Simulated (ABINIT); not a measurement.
Sn:

```xyz
1
Lattice="-1.7265 1.7755 2.3383 1.7265 -1.7755 2.3383 1.7265 1.7755 -2.3383" Properties=species:S:1:pos:R:3 pbc="T T T"
Sn    0.0000    0.0000    0.0000
```

This isn't the form of Sn at room conditions, which is tetragonal (white tin).

* Program: ABINIT 10.8.3 (patched build)
* Task: relaxation of cell and atoms
* Functional: PBE
* Potentials or basis: JTH PAW PBE v2.0
* Cutoff: 599 eV
* k mesh: 9 × 9 × 9
* Occupations: fermi-dirac, width 0.05 eV
* Spin: no spin polarisation

At the start: pressure -0.7 GPa; volume 28.67 Å³/atom.

**Question.** Where does the relaxation end?

**Answer.** Over 13 steps the energy falls by 9.5 meV/atom and the volume is 28.13 Å³/atom (-1.9 %); space group Fm-3m (No. 225, to 0.05 Å).

Step by step:
```tsv
step	energy change (eV)	largest force (eV/Å)	pressure (GPa)	volume (Å³)
1	0.0000	0.0000	-0.75	28.67
2	-0.0008	0.0000	-0.66	28.61
3	-0.0052	0.0000	1.61	27.28
4	-0.0075	0.0000	0.54	27.83
5	-0.0078	0.0000	0.57	27.81
6	-0.0091	0.0000	0.38	27.91
7	-0.0094	0.0000	0.13	28.05
8	-0.0094	0.0000	0.02	28.11
9	-0.0094	0.0000	-0.01	28.13
10	-0.0095	0.0000	-0.04	28.15
11	-0.0095	0.0000	-0.05	28.15
12	-0.0095	0.0000	-0.03	28.14
13	-0.0095	0.0000	-0.01	28.13
```

Final structure:
```
Sn
1.0
    -1.70725    1.70799    2.41132
     1.70725   -1.70799    2.41132
     1.70725    1.70799   -2.41132
Sn
1
Cartesian
  0.0000 0.0000 0.0000
```
